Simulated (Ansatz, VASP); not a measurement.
## Two plane-wave programs on CuO

File INCAR:

```
PREC = Accurate
ENCUT = 480
EDIFF = 1E-7
ISMEAR = -1
SIGMA = 0.05
LREAL = F
LASPH = T
NELM = 60
ALGO = Normal
ISIF = 3
LWAVE = F
LCHARG = F
GGA = PE
IBRION = 2
NSW = 60
EDIFFG = -0.02
```

File KPOINTS:

```
regular mesh
0
Gamma
  11 11 10
```

The input POSCAR:

```
CuO
1.0
    2.8363251100      0.0000000000      0.0000000000
   -1.4181625500      2.4563296000      0.0000000000
    0.0000000000      0.0000000000      2.7681127800
Cu O
1 1
Direct
    0.0000000000      0.0000000000      0.0000000000
    0.6666666667      0.3333333333      0.5000000000
```

The input input.yaml:

```yaml
crystal:
  lattice:
    - [2.83632511, 0.0, 0.0]
    - [-1.41816255, 2.4563296, 0.0]
    - [0.0, 0.0, 2.76811278]
  atoms:
    - { symbol: Cu, position: [0.0, 0.0, 0.0] }
    - { symbol: O, position: [0.6666666667, 0.3333333333, 0.5] }
hamiltonian:
  xc: pbe
  pseudopotentials: { kind: paw }
kpoints:
  mp_grid: { grid: [11, 11, 10] }
scf:
  occupations: { method: fermi_dirac, width: 0.05 }
output:
  forces: true
  stress: true
  eigenvalues: true
  write_density: true
  write_potential: true
  elf: true
  volumetric_format: npy
relax:
  f_tol: 0.01
  max_steps: 40
  cell: { stress_tol: 0.05 }
```

Measurements of this composition are mostly on another form, of space group No. 15.

Alike in both runs: task relaxation of cell and atoms; functional PBE; k mesh 11 × 11 × 10; occupations fermi-dirac, width 0.05 eV; no spin polarisation.

|  | VASP | Ansatz |
| --- | --- | --- |
| version | VASP 6.6.1 | Ansatz 0.2.0 |
| potentials or method | VASP PAW PBE potentials, release 64 (Cu, O_s) | Ansatz PAW |
| plane-wave cutoff (eV) | 480 | 420 |
| valence electrons in the cell | 17 | 25 |

```tsv
	VASP	Ansatz	Ansatz less VASP
gap on the k mesh at the Fermi level, each at its own relaxed structure (eV)	none	none	-
relaxed volume (Å³/atom)	9.69	9.69	0.000
relaxed cell length with the largest relative difference (Å)	2.691	2.688	-0.0024
energy change over the relaxation (meV/atom)	-9	-9	-0.1
```

A gap of «none» marks a metal or a gap that the smearing closes. The two sets of potentials don't hold the same shells in valence.

Caveats: an odd number of electrons without spin polarisation forces a metal; a magnetic or distorted state may lie lower; the run has no spin polarisation, though such a crystal can be magnetic; semilocal functionals often make such compounds metallic where correlation or magnetic order opens a gap, which also shifts bond lengths; the plane-wave basis is chosen anew once the cell has moved, so the energies of steps on either side of that aren't comparable (Ansatz); the pressure holds a Pulay correction of +0.7 GPa for the finite cutoff (Ansatz). With open d or f shells a metallic result of PBE can be an artefact of self-interaction; +U or a hybrid may open a gap.
